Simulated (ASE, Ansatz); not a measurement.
# Force difference against the spacing of support functions in Sc2BC2(110) slab (80 atoms)

The cell holds 80 atoms: 32 Sc, 16 B and 32 C. Its edges and angles: a = 9.407 Å, b = 10.674 Å, c = 19.055 Å, α = 90.0°, β = 90.0°, γ = 90.0°. It derives from Sc2BC2 (I4/mmm, COD entry). I4/mmm (COD entry) Sc2BC2 (cell 3.326, 3.326, 10.67, 90, 90, 90), (110) slab of 4 repeat layers, 2 x 1 surface cells, 12 Å of vacuum; atoms within 2.82 Å of the bottom held; every coordinate displaced by a Gaussian of 0.05 Å. Vacuum lies along c.

Calculated with Ansatz 0.2.0: Kohn-Sham DFT, PBE, PAW (set soft_2), localised support functions (medium), with the spacing typed; the reference is Kohn-Sham DFT, PBE, PAW (set soft_2), plane waves, cutoff 420 eV, k-mesh 2×1×1, gaussian smearing of 0.05 eV, with an r.m.s. force component of 1.18 eV/Å.

```
spacing (Å)  r.m.s. force difference (meV/Å)     time
      0.263                            2.799  2.8 min
      0.297                                ?        ?
      0.343                            63.33  2.1 min
      0.411                            378.4    2 min
```

**Question.** Fit a power law of the spacing to the rows given and interpolate to the withheld row.

**Working.**

A power law y = A x^b is a line in u = ln x and v = ln y.

| u = ln x | v = ln y |
| --- | --- |
| -1.33560 | 1.02926 |
| -1.07002 | 4.14833 |
| -0.889162 | 5.93587 |

With n = 3: mean u = -1.09826, mean v = 3.70449, Σ(u − ū)² = 0.10085, Σ(u − ū)(v − v̄) = 1.1141. Slope b = 1.1141 / 0.10085 = 11.047; intercept a = v̄ − b ū = 15.837.

At the withheld row u = -1.214, v = a + b u = 2.426, and y = exp(v).

Prediction at 0.297: 11.31 meV/Å. The run gave 21.19 meV/Å, so the fit is low by 9.9 meV/Å (47 % of the value).

The fitted exponent is 11. Between neighbouring rows, the withheld one included, the exponents are 17, 7.6 and 9.9, so one power law doesn't hold over the range. Among the rows given, the largest relative miss of the fit is at 0.343, by 7.8 meV/Å (12 %).

Limits: The difference holds the reference's own basis error, which sets a floor under it.

[Logs are printed without paths, hosts, clocks, repeated set-up lines and the standing remarks that a program may print on its own settings, such as how far it seeks lower states.]

[Hosts, paths, dates, database ids (printed as entryN), source tags and the programs' standing remarks are cut or masked in the printed files.]
